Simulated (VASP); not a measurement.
# Lu (Pm-3m) in VASP: a series of runs

The runs below take Lu through single point, with BLYP.

All numbers are computed with VASP 6.6.1; they aren't measurements. Logs are shortened: lines on timing, memory, paths and dates and some standing lists are left out, and cuts for length are marked.

### Step 1. Starting point

Symmetry: Pm-3m, No. 221, cubic system. The conventional cell has a = 3.249 Å, b = 3.249 Å, c = 3.249 Å, α = 90.00°, β = 90.00°, γ = 90.00°. Lu (site symmetry m-3m) has 6 Lu at 3.25 Å as nearest neighbours.

This isn't the form of Lu at room conditions, which is hcp.

### Step 2. Single point, BLYP

The input, INCAR:

```
SYSTEM = Lu
PREC = Accurate ; ENCUT = 520
EDIFF = 1E-6 ; ISMEAR = -1
SIGMA = 0.1 ; LREAL = .FALSE.
LASPH = .TRUE. ; NELM = 60
ALGO = Fast ; ISIF = 2
LWAVE = .FALSE. ; LCHARG = .FALSE.
GGA = B5 ; ALDAX = 1.0
AGGAX = 1.0 ; AGGAC = 1.0
ALDAC = 0.0 ; NBANDS = 18
```

The input, KPOINTS:

```
regular mesh
0
G
  16 16 16
  0 0 0
```

The input, POSCAR:

```
Lu
1.0
    3.2487924478      0.0000000000      0.0000000000
    0.0000000000      3.2487924478      0.0000000000
    0.0000000000      0.0000000000      3.2487924478
Lu
1
Direct
    0.0000000000      0.0000000000      0.0000000000
```

Potentials or basis: VASP PAW PBE potentials, release 64 (Lu).

Command:

```
cat potpaw_PBE.64/Lu/POTCAR > POTCAR
mpirun -np 1 vasp_std > vasp.out
```

OUTCAR:

```text
SYSTEM = Lu
   PREC = Accurate
   ENCUT = 520
   EDIFF = 1E-6
   ISMEAR = -1
   LREAL = .FALSE.
   LASPH = .TRUE.
   NELM = 60
   ISIF = 2
   GGA = B5

 ion  position               nearest neighbor table
   1  0.000  0.000  0.000-

  LATTYP: Found a simple cubic cell.
 ALAT       =     3.2487924478

  Lattice vectors:

 A1 = (   3.2487924478,   0.0000000000,   0.0000000000)
 A2 = (   0.0000000000,   3.2487924478,   0.0000000000)
 A3 = (   0.0000000000,   0.0000000000,   3.2487924478)

Analysis of symmetry for initial positions (statically):
=====================================================================
 Subroutine PRICEL returns:
 Original cell was already a primitive cell.

 Routine SETGRP: Setting up the symmetry group for a
 simple cubic supercell.

 Subroutine GETGRP returns: Found 48 space group operations
 (whereof 48 operations were pure point group operations)
 out of a pool of 48 trial point group operations.

The static configuration has the point symmetry O_h .

Analysis of symmetry for dynamics (positions and initial velocities):
=====================================================================
 Subroutine PRICEL returns:
 Original cell was already a primitive cell.

 Routine SETGRP: Setting up the symmetry group for a
 simple cubic supercell.

 Subroutine GETGRP returns: Found 48 space group operations
 (whereof 48 operations were pure point group operations)
 out of a pool of 48 trial point group operations.

The dynamic configuration has the point symmetry O_h .

 Subroutine INISYM returns: Found 48 space group operations
 (whereof 48 operations are pure point group operations),
 and found     1 'primitive' translations

----------------------------------------------------------------------------------------

                                     Primitive cell

  volume of cell :      34.2899

  direct lattice vectors                    reciprocal lattice vectors
     3.248792448  0.000000000  0.000000000     0.307806675  0.000000000  0.000000000
     0.000000000  3.248792448  0.000000000     0.000000000  0.307806675  0.000000000
     0.000000000  0.000000000  3.248792448     0.000000000  0.000000000  0.307806675

  length of vectors
     3.248792448  3.248792448  3.248792448     0.307806675  0.307806675  0.307806675

  position of ions in fractional coordinates (direct lattice)
     0.000000000  0.000000000  0.000000000

  ion indices of the primitive-cell ions
   primitive index   ion index
                 1           1

----------------------------------------------------------------------------------------

 KPOINTS: regular mesh

Automatic generation of k-mesh.
 Grid dimensions read from file:
 generate k-points for:   16   16   16

 Generating k-lattice:

  Cartesian coordinates                     Fractional coordinates (reciprocal lattice)
     0.019237917  0.000000000  0.000000000     0.062500000  0.000000000  0.000000000
     0.000000000  0.019237917  0.000000000     0.000000000  0.062500000  0.000000000
     0.000000000  0.000000000  0.019237917     0.000000000  0.000000000  0.062500000

  Length of vectors
     0.019237917  0.019237917  0.019237917

  Shift w.r.t. Gamma in fractional coordinates (k-lattice)
     0.000000000  0.000000000  0.000000000

 Subroutine IBZKPT returns following result:
 ===========================================

 Found    165 irreducible k-points:

 Following reciprocal coordinates:
            Coordinates               Weight
  0.000000  0.000000  0.000000      1.000000
  0.062500  0.000000  0.000000      6.000000
  0.125000  0.000000  0.000000      6.000000
  0.187500  0.000000  0.000000      6.000000
  0.250000  0.000000  0.000000      6.000000
  0.312500  0.000000  0.000000      6.000000
[... 16 lines left out ...]
  0.437500  0.125000  0.000000     24.000000
  0.500000  0.125000  0.000000     12.000000
 [... further k-points ...]
   k-points           NKPTS =    165   k-points in BZ     NKDIM =    165   number of bands    NBANDS=     18
   number of dos      NEDOS =    301   number of ions     NIONS =      1
   total plane-waves  NPLWV =  13824
   dimension x,y,z NGX =    24 NGY =   24 NGZ =   24
   dimension x,y,z NGXF=    48 NGYF=   48 NGZF=   48
   ions per type =               1
   NGX,Y,Z   is equivalent  to a cutoff of  12.28, 12.28, 12.28 a.u.
   NGXF,Y,Z  is equivalent  to a cutoff of  24.56, 24.56, 24.56 a.u.
 SYSTEM =  Lu
   PREC   = accura    normal or accurate (medium, high low for compatibility)
   ISTART =      0    job   : 0-new  1-cont  2-samecut
   ICHARG =      2    charge: 1-file 2-atom 10-const
   ISPIN  =      1    spin polarized calculation?
   LNONCOLLINEAR =      F non collinear calculations
   LSORBIT =      F    spin-orbit coupling
   LASPH  =      T    aspherical Exc in radial PAW
   ENCUT  =  520.0 eV  38.22 Ry    6.18 a.u.   6.04  6.04  6.04*2*pi/ulx,y,z
   NELM   =     60;   NELMIN=  2; NELMDL= -5     # of ELM steps
   EDIFF  = 0.1E-05   stopping-criterion for ELM
   LREAL  =      F    real-space projection
[... 7 lines left out ...]
   TEBEG  =    0.0;   TEEND  =   0.0 temperature during run
   PSTRESS=    0.0 pullay stress
   NELECT =      25.0000    total number of electrons
   NUPDOWN=      -1.0000    fix difference up-down
   EMIN   =  10.00;   EMAX   =-10.00  energy-range for DOS
   EFERMI =   0.00;   METHOD = LEGACY
   ISMEAR =    -1;   SIGMA  =   0.10  broadening in eV -4-tet -1-fermi 0-gaus
   EFERMI_NEDOS =   21; number of points for ismear=-14 and -15
   IALGO  =     68    algorithm
   IMIX   =      4    mixing-type and parameters
     AMIX     =   0.40;   BMIX     =  1.00
     AMIX_MAG =   1.60;   BMIX_MAG =  1.00
  volume/ion in A,a.u.               =      34.29       231.40
  Fermi-wavevector in a.u.,A,eV,Ry     =   1.473441  2.784400 29.538650  2.171030
  Thomas-Fermi vector in A             =   2.588334
   LORBIT       =      0    0 simple, 1 ext, 2 COOP (PROOUT), +10 PAW based schemes
   GGA     = B5    functional components
   LHFCALC =     F    Hartree Fock is set to
   AEXX    =    0.0000 exact exchange contribution
   IVDW    =     0    specifies the selected vdW correction
   LEPSILON=     F    determine dielectric tensor
   LRPA    =     F    only Hartree local field effects (RPA)
 non-spin polarized calculation
 RMM-DIIS sequential band-by-band and
  energy-cutoff  :      520.00
  volume of cell :       34.29
 maximum number of plane-waves:       943
   NGX = 13   NGY = 13   NGZ = 13

 number of electron      25.0000031 magnetization

 Free energy of the ion-electron system (eV)
  ---------------------------------------------------
  ext. energy  EPLUGINS =         0.00000000
  ---------------------------------------------------
  free energy    TOTEN  =        -2.79103255 eV

  energy without entropy =       -2.72264085  energy(sigma->0) =       -2.75683670

 E-fermi :   2.0141     XC(G=0):  -9.3612

 val. band max:        2.0097970533   @ k =   0.3750   0.1875   0.0625
 cond. band min:       2.0209969146   @ k =   0.5000   0.4375   0.3750
 fundamental gap:      0.0111998614
 Fermi energy:         2.0141024942

 k-point     1 :       0.0000    0.0000    0.0000
  band No.  band energies     occupation
      1     -54.4785      2.00000
      2     -25.1249      2.00000
      3     -25.1249      2.00000
      4     -25.1249      2.00000
      5      -3.4585      2.00000
      6      -3.4585      2.00000
[... 10 lines left out ...]
     17       7.5973      0.00000
     18      12.3292      0.00000

 k-point     2 :       0.0625    0.0000    0.0000
  band No.  band energies     occupation
      1     -54.4776      2.00000
      2     -25.1436      2.00000
      3     -25.1233      2.00000
      4     -25.1233      2.00000
      5      -3.4597      2.00000
      6      -3.4575      2.00000
[... 10 lines left out ...]
     17       7.6073      0.00000
     18      11.8691      0.00000

 k-point     3 :       0.1250    0.0000    0.0000
  band No.  band energies     occupation
      1     -54.4752      2.00000
      2     -25.1967      2.00000
      3     -25.1189      2.00000
      4     -25.1189      2.00000
      5      -3.4631      2.00000
      6      -3.4548      2.00000
[... 10 lines left out ...]
     17       7.6359      0.00000
     18      10.9502      0.00000

 k-point     4 :       0.1875    0.0000    0.0000
  band No.  band energies     occupation
      1     -54.4714      2.00000
      2     -25.2752      2.00000
      3     -25.1122      2.00000
      4     -25.1122      2.00000
      5      -3.4681      2.00000
      6      -3.4597      2.00000
[... 10 lines left out ...]
     17       7.6791      0.00000
     18      10.0464      0.00000

 k-point     5 :       0.2500    0.0000    0.0000
  band No.  band energies     occupation
      1     -54.4671      2.00000
      2     -25.3663      2.00000
      3     -25.1044      2.00000
      4     -25.1044      2.00000
      5      -3.4742      2.00000
      6      -3.4738      2.00000
[... 10 lines left out ...]
     17       7.7308      0.00000
     18       9.3694      0.00000

 k-point     6 :       0.3125    0.0000    0.0000
  band No.  band energies     occupation
      1     -54.4627      2.00000
      2     -25.4559      2.00000
      3     -25.0965      2.00000
      4     -25.0965      2.00000
      5      -3.4877      2.00000
      6      -3.4795      2.00000
[... 10 lines left out ...]
     17       7.7833      0.00000
     18       9.0517      0.00000

 k-point     7 :       0.3750    0.0000    0.0000
  band No.  band energies     occupation
      1     -54.4589      2.00000
      2     -25.5308      2.00000
      3     -25.0899      2.00000
      4     -25.0899      2.00000
      5      -3.4986      2.00000
      6      -3.4842      2.00000
[... 10 lines left out ...]
     17       7.8286      0.00000
     18       9.1218      0.00000

 k-point     8 :       0.4375    0.0000    0.0000
  band No.  band energies     occupation
      1     -54.4565      2.00000
      2     -25.5802      2.00000
      3     -25.0854      2.00000
      4     -25.0854      2.00000
      5      -3.5056      2.00000
      6      -3.4873      2.00000
[... 10 lines left out ...]
     17       7.8591      0.00000
     18       9.4121      0.00000
[... 229 lines left out ...]
     17       7.2062      0.00000
     18      10.7212      0.00000

 k-point    20 :       0.2500    0.1250    0.0000
  band No.  band energies     occupation
      1     -54.4637      2.00000
      2     -25.3590      2.00000
      3     -25.1747      2.00000
      4     -25.0985      2.00000
      5      -3.4735      2.00000
      6      -3.4674      2.00000
[... 10 lines left out ...]
     17       7.2552      0.00000
     18       9.9769      0.00000

 k-point    21 :       0.3125    0.1250    0.0000
  band No.  band energies     occupation
      1     -54.4594      2.00000
      2     -25.4481      2.00000
      3     -25.1663      2.00000
      4     -25.0907      2.00000
      5      -3.4855      2.00000
      6      -3.4742      2.00000
[... 10 lines left out ...]
     17       7.3155      0.00000
     18       9.5075      0.00000

 k-point    22 :       0.3750    0.1250    0.0000
  band No.  band energies     occupation
      1     -54.4556      2.00000
      2     -25.5225      2.00000
      3     -25.1592      2.00000
      4     -25.0841      2.00000
      5      -3.4960      2.00000
      6      -3.4791      2.00000
[... 10 lines left out ...]
     17       7.3698      0.00000
     18       9.3776      0.00000

 k-point    23 :       0.4375    0.1250    0.0000
  band No.  band energies     occupation
      1     -54.4532      2.00000
      2     -25.5717      2.00000
      3     -25.1544      2.00000
      4     -25.0796      2.00000
      5      -3.5029      2.00000
      6      -3.4822      2.00000
[... 10 lines left out ...]
     17       7.4071      0.00000
     18       9.4986      0.00000

 k-point    24 :       0.5000    0.1250    0.0000
  band No.  band energies     occupation
      1     -54.4523      2.00000
      2     -25.5888      2.00000
      3     -25.1527      2.00000
      4     -25.0781      2.00000
      5      -3.5052      2.00000
      6      -3.4832      2.00000
[... 10 lines left out ...]
     17       7.4204      0.00000
     18       9.5988      0.00000

 [... further k-points ...]

------------------------ aborting loop because EDIFF is reached ----------------------------------------

  FORCE on cell =-STRESS in cart. coord.  units (eV):
  Direction    XX          YY          ZZ          XY          YZ          ZX
  --------------------------------------------------------------------------------------
  -------------------------------------------------------------------------------------
  Total       -0.0428003     -0.0428003     -0.0428003      0.0000000      0.0000000     -0.0000000
  in kB       -1.9998227     -1.9998227     -1.9998227      0.0000000      0.0000000     -0.0000000
  external PRESSURE =      -1.9998227 kB  Pullay stress =       0.0000000 kB

 VOLUME and BASIS-vectors are now :
 -----------------------------------------------------------------------------
  energy-cutoff  :      520.00
  volume of cell :       34.29
      direct lattice vectors                 reciprocal lattice vectors
     3.248792448  0.000000000  0.000000000     0.307806675  0.000000000  0.000000000
     0.000000000  3.248792448  0.000000000     0.000000000  0.307806675  0.000000000
     0.000000000  0.000000000  3.248792448     0.000000000  0.000000000  0.307806675

 POSITION                                       TOTAL-FORCE (eV/Angst)
 -----------------------------------------------------------------------------------
      0.00000      0.00000      0.00000         0.000000      0.000000      0.000000
 -----------------------------------------------------------------------------------
    total drift:                                0.000000      0.000000      0.000000

  FREE ENERGIE OF THE ION-ELECTRON SYSTEM (eV)
  ---------------------------------------------------
  free  energy   TOTEN  =        -2.7910325472 eV

  energy  without entropy=       -2.7226408545  energy(sigma->0) =       -2.75683670
```

Run time: 1.7 min. Hardware: 1 thread of Intel Xeon Platinum 8488C (Sapphire Rapids), shared host; peak memory 0.23 GiB.

Results:

```
Free energy            : -2.7910 eV
Pressure               : -0.2 GPa
Band gap on the k mesh : none (metal or under the smearing width)
```

Caveat: the PAW data sets were made with another functional, which shifts forces and pressure a little.

### Step 3. Single point, BLYP

This run uses another cell than the first one, of 38.40 Å³/atom, 1.120 times its volume.

The input, INCAR:

```
  PREC = Accurate
  ENCUT = 520
  EDIFF = 1E-7
  ISMEAR = -1
  SIGMA = 0.1
  LREAL = F
  LASPH = T
  NELM = 60
  ALGO = Normal
  ISIF = 2
  LWAVE = F
  LCHARG = F
  GGA = B5
  ALDAX = 1.0
  AGGAX = 1.0
  AGGAC = 1.0
  ALDAC = 0.0
  NBANDS = 18
```

The input, KPOINTS:

```
regular mesh
0
Gamma
  11 11 11
```

The input, POSCAR:

```
Lu
1.0
    3.3738671247      0.0000000000      0.0000000000
    0.0000000000      3.3738671247      0.0000000000
    0.0000000000      0.0000000000      3.3738671247
Lu
1
Direct
    0.0000000000      0.0000000000      0.0000000000
```

Potentials or basis: VASP PAW PBE potentials, release 64 (Lu).

Command:

```
cat potpaw_PBE.64/Lu/POTCAR > POTCAR
mpirun -np 1 vasp_std > vasp.out
```

Wall time 30 s (1 thread of Intel Xeon Platinum 8488C (Sapphire Rapids), shared host); peak memory 0.18 GiB.

Results (log left out):

```yaml
Free_energy: -2.7594 eV
Pressure: -2.5 GPa
Band_gap_on_the_k_mesh: none (metal or under the smearing width)
```

Levels at points of the mesh, in eV from the Fermi level:
| k point | band 10 | band 11 | band 12 | band 13 | band 14 | band 15 |
| --- | --- | --- | --- | --- | --- | --- |
| (0.00, 0.00, 0.00) | -5.65 | -5.63 | -5.15 | -0.30 | -0.30 | 4.96 |

Caveat: the PAW data sets were made with another functional, which shifts forces and pressure a little.

### Step 4. Single point, BLYP

This run uses another cell than the first one, of 32.92 Å³/atom, 0.960 times its volume.

The input, INCAR:

```
SYSTEM = Lu
AGGAC    = 1.0          
AGGAX    = 1.0          
ALDAC    = 0.0          
ALDAX    = 1.0          
ALGO     = Fast           ! electronic algorithm
EDIFF    = 1E-6           ! SCF threshold, eV
ENCUT    = 520            ! plane-wave cutoff, eV
GGA      = B5             ! functional
ISIF     = 2              ! what is computed and relaxed
ISMEAR   = -1             ! smearing method
LASPH    = .True.         ! aspherical terms in the spheres
LCHARG   = .False.        ! write CHGCAR
LREAL    = .False.        ! projectors in reciprocal space
LWAVE    = .False.        ! write WAVECAR
NBANDS   = 18             ! bands
NELM     = 100            ! most SCF steps
PREC     = Accurate       ! precision mode
SIGMA    = 0.1            ! smearing width, eV
```

The input, KPOINTS:

```
k-points
0
Gamma
  11 11 11
  0 0 0
```

The input, POSCAR:

```
Lu
1.0
    3.2048844647      0.0000000000      0.0000000000
    0.0000000000      3.2048844647      0.0000000000
    0.0000000000      0.0000000000      3.2048844647
Lu
1
Direct
    0.0000000000      0.0000000000      0.0000000000
```

Command:

```
cat potpaw_PBE.64/Lu/POTCAR > POTCAR
mpirun -np 1 vasp_std > vasp.out
```

Wall time 44 s (1 thread of Intel Xeon Platinum 8488C (Sapphire Rapids), shared host); peak memory 0.17 GiB.

The run converged. Its results:

| Quantity | Value |
| --- | --- |
| Free energy | -2.7870 eV |
| Pressure | 1.2 GPa |
| Band gap on the k mesh | none (metal or under the smearing width) |

Levels at points of the mesh, in eV from the Fermi level:
| k point | band 9 | band 10 | band 11 | band 12 | band 13 | band 14 | band 15 | band 16 |
| --- | --- | --- | --- | --- | --- | --- | --- | --- |
| (0.00, 0.00, 0.00) | -5.38 | -5.38 | -5.38 | -5.35 | -0.45 | -0.45 | 5.82 | 5.82 |

Caveat: the PAW data sets were made with another functional, which shifts forces and pressure a little. The run has no spin-orbit coupling, so splittings on Lu are missing.

### Step 5. Overview

| cell | k mesh | gap on the mesh (eV) | pressure (GPa) |
| --- | --- | --- | --- |
| Pm-3m, 34.29 Å³/atom | 16 × 16 × 16 | none | -0.2 |
| Pm-3m, 38.4 Å³/atom | 11 × 11 × 11 | none | -2.5 |
| Pm-3m, 32.92 Å³/atom | 11 × 11 × 11 | none | 1.2 |

Alike in all rows: task single point; level BLYP; potentials or basis VASP PAW PBE potentials, release 64 (Lu); no spin polarisation; cutoff (eV) 520; smearing fermi-dirac 0.1 eV.

Every run on the cell as given and a fine mesh finds a metal.

Caveats: the PAW data sets were made with another functional, which shifts forces and pressure a little.

Total energies depend on the potentials used, so only differences within one code and one set of settings carry meaning.
